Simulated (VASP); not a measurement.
# Sc (P-1) in VASP: further runs, part 2 of 2

VASP 6.6.1. Earlier steps stand in the parts before.

## 4. Single point, PBEsol

File INCAR:

```
SYSTEM = Sc
  PREC = Accurate
  ENCUT = 500
  EDIFF = 1E-6
  ISMEAR = 1
  SIGMA = 0.2
  LREAL = .FALSE.
  LASPH = .TRUE.
  NELM = 100
  ALGO = Normal
  ISIF = 2
  LWAVE = .FALSE.
  LCHARG = .FALSE.
  GGA = PS
  ADDGRID = .FALSE.
```

File KPOINTS:

```
regular mesh
0
G
  9 9 9
  0 0 0
```

File POSCAR:

```
Sc
1.0
    3.2019616822      0.0000000000      0.0000000000
    1.5021078373      2.8441406042      0.0000000000
    1.5489936237      0.9264468030      2.6741812389
Sc
1
Direct
    0.0000000000      0.0000000000      0.0000000000
```

Potentials or basis: VASP PAW PBE potentials, release 64 (Sc_sv).

Launch:

```bash
cat potpaw_PBE.64/Sc_sv/POTCAR > POTCAR
mpirun -np 1 vasp_std > vasp.out
```

OUTCAR:

```text
SYSTEM = Sc
   PREC = Accurate
   ENCUT = 500
   EDIFF = 1E-6
   ISMEAR = 1
   LREAL = .FALSE.
   LASPH = .TRUE.
   NELM = 100
   ISIF = 2
   GGA = PS

 Found    365 irreducible k-points:

 Following reciprocal coordinates:
            Coordinates               Weight
  0.000000  0.000000  0.000000      1.000000
  0.111111  0.000000  0.000000      2.000000
  0.222222  0.000000  0.000000      2.000000
  0.333333  0.000000  0.000000      2.000000
  0.444444  0.000000  0.000000      2.000000
  0.000000  0.111111 -0.000000      2.000000
   k-points           NKPTS =    365   k-points in BZ     NKDIM =    365   number of bands    NBANDS=      9
   number of dos      NEDOS =    301   number of ions     NIONS =      1
   total plane-waves  NPLWV =  13824
   dimension x,y,z NGX =    24 NGY =   24 NGZ =   24
   dimension x,y,z NGXF=    48 NGYF=   48 NGZF=   48
   ions per type =               1
   NGX,Y,Z   is equivalent  to a cutoff of  12.46, 12.40, 12.37 a.u.
   NGXF,Y,Z  is equivalent  to a cutoff of  24.92, 24.81, 24.73 a.u.
 SYSTEM =  Sc
   PREC   = accura    normal or accurate (medium, high low for compatibility)
   ISTART =      0    job   : 0-new  1-cont  2-samecut
   ICHARG =      2    charge: 1-file 2-atom 10-const
   ISPIN  =      1    spin polarized calculation?
   LNONCOLLINEAR =      F non collinear calculations
   LSORBIT =      F    spin-orbit coupling
   LASPH  =      T    aspherical Exc in radial PAW
[... 62 lines left out ...]
      3     -23.9945      2.00000
      4     -23.9785      2.00000
      5      -1.5156      2.00000
      6       5.1340     -0.00000
      7       5.2145     -0.00000
      8       5.5076     -0.00000
      9       6.6544     -0.00000
[... 49 lines left out ...]
 k-point     6 :       0.0000    0.1111   -0.0000
  band No.  band energies     occupation
      1     -45.4891      2.00000
      2     -24.0440      2.00000
      3     -23.9994      2.00000
      4     -23.9867      2.00000
      5      -1.2096      2.00000
      6       4.9599     -0.00000
      7       5.2939     -0.00000
      8       5.5786     -0.00000
      9       6.6044     -0.00000

 [... further k-points ...]

------------------------ aborting loop because EDIFF is reached ----------------------------------------

  FORCE on cell =-STRESS in cart. coord.  units (eV):
  Direction    XX          YY          ZZ          XY          YZ          ZX
  --------------------------------------------------------------------------------------
  -------------------------------------------------------------------------------------
  Total       -0.1066237     -0.3297210     -0.3286930      0.1574254      0.0602754      0.0721596
  in kB       -7.0146567    -21.6919804    -21.6243472     10.3568427      3.9654488      4.7472968
  external PRESSURE =     -16.7769948 kB  Pullay stress =       0.0000000 kB

 VOLUME and BASIS-vectors are now :
 -----------------------------------------------------------------------------
  energy-cutoff  :      500.00
  volume of cell :       24.35
      direct lattice vectors                 reciprocal lattice vectors
     3.201961682  0.000000000  0.000000000     0.312308547 -0.164943011 -0.123758636
     1.502107837  2.844140604  0.000000000     0.000000000  0.351600058 -0.121808778
     1.548993624  0.926446803  2.674181239     0.000000000  0.000000000  0.373946233

 POSITION                                       TOTAL-FORCE (eV/Angst)
 -----------------------------------------------------------------------------------
      0.00000      0.00000      0.00000         0.000000     -0.000000      0.000000
 -----------------------------------------------------------------------------------
    total drift:                                0.000000     -0.000000      0.000000

  FREE ENERGIE OF THE ION-ELECTRON SYSTEM (eV)
  ---------------------------------------------------
  free  energy   TOTEN  =        -6.5535837942 eV

  energy  without entropy=       -6.5555589635  energy(sigma->0) =       -6.55424218
```

OSZICAR:

```text
N       E                     dE             d eps       ncg     rms          rms(c)
DAV:   1     0.712930109513E+02    0.71293E+02   -0.52166E+03  6570   0.115E+03
DAV:   2    -0.568741945809E+01   -0.76980E+02   -0.76434E+02  6709   0.335E+02
DAV:   3    -0.729438322288E+01   -0.16070E+01   -0.15525E+01  9801   0.589E+01
DAV:   4    -0.732080150402E+01   -0.26418E-01   -0.25784E-01  9882   0.555E+00
DAV:   5    -0.732098519466E+01   -0.18369E-03   -0.18321E-03 10545   0.376E-01    0.562E+00
DAV:   6    -0.664633098183E+01    0.67465E+00   -0.15461E+00 10001   0.190E+01    0.165E+00
DAV:   7    -0.655941012140E+01    0.86921E-01   -0.37377E-01 10117   0.829E+00    0.603E-01
DAV:   8    -0.655472338200E+01    0.46867E-02   -0.23979E-02  9952   0.272E+00    0.214E-01
DAV:   9    -0.655359595136E+01    0.11274E-02   -0.66304E-03 10098   0.112E+00    0.325E-02
DAV:  10    -0.655358425188E+01    0.11699E-04   -0.11500E-04 10524   0.139E-01    0.364E-03
DAV:  11    -0.655358379425E+01    0.45764E-06   -0.10526E-06  6128   0.175E-02
   1 F= -.65535838E+01 E0= -.65542422E+01  d E =0.197517E-02
```

Wall time 21 s (1 thread of Intel Xeon 6975P-C (Granite Rapids), shared host); peak memory 0.2 GiB.

The run converged, but some of its settings lie outside the range that counts as converged, so its numbers aren't taken as properties of the crystal.

Results:

```
Free energy            : -6.5536 eV
Pressure               : -1.7 GPa
Band gap on the k mesh : none (metal or under the smearing width)
```

Caveat: the PAW data sets were made with another functional, which shifts forces and pressure a little.

## 5. Single point, PBEsol

INCAR is that of step 4.

File KPOINTS:

```
regular mesh
0
G
  10 10 10
  0 0 0
```

POSCAR is that of step 4.

Launch:

```bash
cat potpaw_PBE.64/Sc_sv/POTCAR > POTCAR
mpirun -np 1 vasp_std > vasp.out
```

It took 27 s on 1 thread of Intel Xeon 6975P-C (Granite Rapids), shared host; peak memory 0.23 GiB.

The run converged, but some of its settings lie outside the range that counts as converged, so its numbers aren't taken as properties of the crystal.

Results:

```
Free energy            : -6.5491 eV
Pressure               : -1.6 GPa
Band gap on the k mesh : none (metal or under the smearing width)
```

Caveat: the PAW data sets were made with another functional, which shifts forces and pressure a little.

## 6. Single point, PBEsol

INCAR, as its differences from that of step 5:

```diff
@@ -1,3 +1,3 @@
 SYSTEM = Sc
-  PREC = Accurate
+  PREC = Low
   ENCUT = 500
```

KPOINTS is that of step 5.

POSCAR is that of step 5.

Potentials or basis: VASP PAW PBE potentials, release 64 (Sc_sv).

Launch:

```bash
cat potpaw_PBE.64/Sc_sv/POTCAR > POTCAR
mpirun -np 1 vasp_std > vasp.out
```

Wall time 22 s (1 thread of Intel Xeon 6975P-C (Granite Rapids), shared host); peak memory 0.2 GiB.

The run converged, but some of its settings lie outside the range that counts as converged, so its numbers aren't taken as properties of the crystal.

What came out:

- Free energy: -6.5497 eV
- Pressure: -1.6 GPa
- Band gap on the k mesh: none (metal or under the smearing width)

Caveat: the PAW data sets were made with another functional, which shifts forces and pressure a little.
